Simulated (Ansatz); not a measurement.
# GaAs: a single-point run

The task is a single-point run on GaAs. The structure is shown as the input types it. The cell is built on a prototype (rocksalt) and needn't be the phase found in nature.

Program: Ansatz 0.2.0. Level of theory: density functional or hybrid calculation with the settings of its input, plane waves. These are calculated values, not measurements.

1 further run of the same task is left out (it didn't finish).

**1. The system as given**

It takes space group Fm-3m (No. 225, cubic). Conventional cell: a = 5.329 Å, b = 5.329 Å, c = 5.329 Å, α = 90.00°, β = 90.00°, γ = 90.00°. Ga (site symmetry m-3m) is surrounded by 6 As at 2.66 Å. Around As (site symmetry m-3m) lie 6 Ga at 2.66 Å.

Structure file:

```cif
data_structure
_symmetry_space_group_name_H-M 'P 1'
_symmetry_Int_Tables_number 1
_cell_length_a 3.7682
_cell_length_b 3.7682
_cell_length_c 3.7682
_cell_angle_alpha 60.000
_cell_angle_beta 60.000
_cell_angle_gamma 60.000
_cell_volume 37.83
loop_
_atom_site_label
_atom_site_type_symbol
_atom_site_fract_x
_atom_site_fract_y
_atom_site_fract_z
_atom_site_occupancy
Ga1 Ga 0.00000 0.00000 0.00000 1
As1 As 0.50000 0.50000 0.50000 1
```

**2. The calculation**

Input file input.yaml:

```yaml
crystal:
  lattice:
    - [0.0, 2.6645247171, 2.6645247171]
    - [2.6645247171, 0.0, 2.6645247171]
    - [2.6645247171, 2.6645247171, 0.0]
  atoms:
    - { symbol: Ga, position: [0.0, 0.0, 0.0] }
    - { symbol: As, position: [0.5, 0.5, 0.5] }
kpoints:
  mp_grid: { grid: [4, 4, 4] }
hamiltonian:
  xc: { exchange: pbe, correlation: pbe, exx: { coeff: -0.2, omega: 0.3 } }
scf:
  occupations: { method: fermi_dirac, width: 0.02 }
  n_extra_bands: 4
output:
  forces: true
  stress: true
  eigenvalues: true
```

The run is started by

```bash
$ ansatz run input.yaml --threads 4 --pin off --max-ram 3686MiB --backend cpu --events-out ev --progress --plain --runs-dir out
```

Q: Will this input give a usable result? If not, why, and what should change?

Nothing was computed: the input was turned down at the start. The line that matters: «invalid value for `hamiltonian.xc.exx.coeff`: must be finite and in (0, 1]; got -0.2»

In the input, hamiltonian.xc.exx.coeff is -0.2. The program checks this value's range before starting, and it fails the check.

What to do: set hamiltonian.xc.exx.coeff to 0.5.
